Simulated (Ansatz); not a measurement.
**C (Fd-3m), zone-centre modes**

Theory: DFT PBE, scalar-relativistic, plane waves, PAW in Ansatz 0.2.0. Cutoff 420 eV, Γ-centred 12×12×10 k-points, Gaussian smearing of 0.05 eV. No spin polarisation.

The undisturbed cell (relaxed at this level):

```xyz
4
Lattice="0.0000 -1.7857 -1.7857 -1.7857 0.0000 -1.7857 1.7857 1.7857 -3.5715" Properties=species:S:1:pos:R:3 pbc="T T T"
C     0.0000    0.0000   -5.3572
C     0.0000    0.0000   -1.7857
C     0.8929    0.8929   -4.4643
C    -0.8929   -0.8929   -4.4643
```

Harmonic modes by finite displacements of 0.02 Å, without the LO–TO term. The cell doubles the primitive one, so its zone centre also holds the primitive cell's point q = (0, 0, 1/2).

Question: At this geometry, is the structure stable against these modes?

Answer: Yes: no mode is imaginary beyond 10 cm⁻¹, and only the three translations lie near zero.

Question: List the wavenumbers in cm⁻¹.

Answer: 0, 0, 0, 546, 546, 1039, 1193, 1193, 1246, 1290, 1290, 1290.

Cost: 1 run of about 2.1 core-minutes, on Intel Xeon Processor @ 2.50GHz (Skylake/Cascade Lake) (shared hosts).